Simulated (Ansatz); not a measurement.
The calculation used DFT PBE, scalar-relativistic, plane waves, PAW in Ansatz.

Levels along Γ–X–U | K–Γ–L–W–X, in eV from the Fermi level, sorted by energy at each point. Points in fractions of the primitive reciprocal vectors: Γ (0.000 0.000 0.000), X (0.500 0.000 0.500), U (0.625 0.250 0.625), K (0.375 0.375 0.750), L (0.500 0.500 0.500), W (0.500 0.250 0.750).
```tsv
point	k (1/Å, with 2π)	band 5	band 6	band 7	band 8	band 9	band 10
Γ	0.000	-12.39	0.70	0.70	0.70	1.68	1.68
-	0.207	-12.24	-0.06	0.35	0.35	0.56	1.77
-	0.414	-11.81	-1.68	-0.09	-0.09	0.18	1.90
-	0.622	-11.22	-2.96	-0.35	-0.35	-0.33	2.10
-	0.829	-10.64	-3.72	-0.83	-0.40	-0.40	2.32
-	1.036	-10.26	-3.87	-1.25	-0.29	-0.29	2.52
-	1.243	-10.13	-3.61	-1.51	-0.12	-0.12	2.67
X	1.450	-10.11	-3.42	-1.61	-0.03	-0.03	2.72
-	1.523	-10.10	-3.42	-1.67	-0.11	0.02	2.82
-	1.597	-10.06	-3.42	-1.85	-0.31	0.15	3.09
-	1.670	-10.00	-3.42	-2.10	-0.58	0.34	3.46
-	1.743	-9.91	-3.41	-2.41	-0.88	0.58	3.40
-	1.816	-9.81	-3.39	-2.75	-1.17	0.85	3.33
-	1.890	-9.70	-3.37	-3.11	-1.46	1.15	3.25
U	1.963	-9.59	-3.46	-3.34	-1.72	1.47	3.15
K	1.963	-9.59	-3.46	-3.34	-1.72	1.47	3.15
-	2.183	-9.34	-4.32	-3.17	-2.31	2.46	2.78
-	2.402	-9.51	-4.50	-2.85	-2.56	2.32	3.11
-	2.622	-10.17	-3.88	-2.43	-2.33	1.84	3.00
-	2.842	-10.99	-2.75	-1.91	-1.63	1.39	2.41
-	3.062	-11.73	-1.38	-1.02	-0.77	1.02	1.77
-	3.281	-12.22	0.00	0.13	0.20	0.79	1.35
Γ	3.501	-12.39	0.70	0.70	0.70	1.68	1.68
-	3.680	-12.28	0.15	0.40	0.40	1.02	1.02
-	3.860	-11.94	-0.91	-0.50	-0.50	1.19	1.19
-	4.039	-11.41	-2.11	-1.33	-1.33	1.55	1.55
-	4.219	-10.72	-3.33	-2.00	-2.00	2.01	2.01
-	4.398	-9.96	-4.48	-2.49	-2.49	2.46	2.46
-	4.577	-9.25	-5.42	-2.79	-2.79	2.80	2.80
L	4.757	-8.91	-5.83	-2.89	-2.89	2.93	2.93
-	4.903	-8.94	-5.74	-2.90	-2.85	2.87	2.92
-	5.050	-9.03	-5.48	-2.92	-2.73	2.75	2.90
-	5.196	-9.15	-5.08	-2.96	-2.57	2.64	2.83
-	5.343	-9.29	-4.58	-3.02	-2.43	2.62	2.72
-	5.489	-9.40	-4.01	-3.08	-2.38	2.67	2.67
-	5.636	-9.48	-3.47	-3.12	-2.51	2.73	2.75
W	5.782	-9.51	-3.13	-3.13	-2.70	2.80	2.80
-	5.886	-9.55	-3.25	-2.98	-2.60	2.42	3.10
-	5.989	-9.64	-3.32	-2.79	-2.31	1.97	3.30
-	6.093	-9.77	-3.37	-2.55	-1.86	1.48	3.43
-	6.197	-9.90	-3.40	-2.28	-1.31	0.98	3.50
-	6.300	-10.01	-3.42	-1.99	-0.74	0.50	3.33
-	6.404	-10.08	-3.42	-1.73	-0.24	0.13	2.91
X	6.507	-10.11	-3.42	-1.61	-0.03	-0.03	2.72
```

The cell has space group Fm-3m, 2 atoms and 16 electrons in the valence of the PAW potentials, and holds 2 elements, among them C; it is relaxed at this level.

Cutoff 420 eV, k mesh 22×22×22. No spin polarisation.

**Question.** Which material gives these bands?

**Answer.** TiC, conventional cell a = 4.333 Å (cubic). Other compounds weren't ruled out.

The cell was reached from a generator's guess, though it ends in a space group that the Crystallography Open Database lists for this formula.
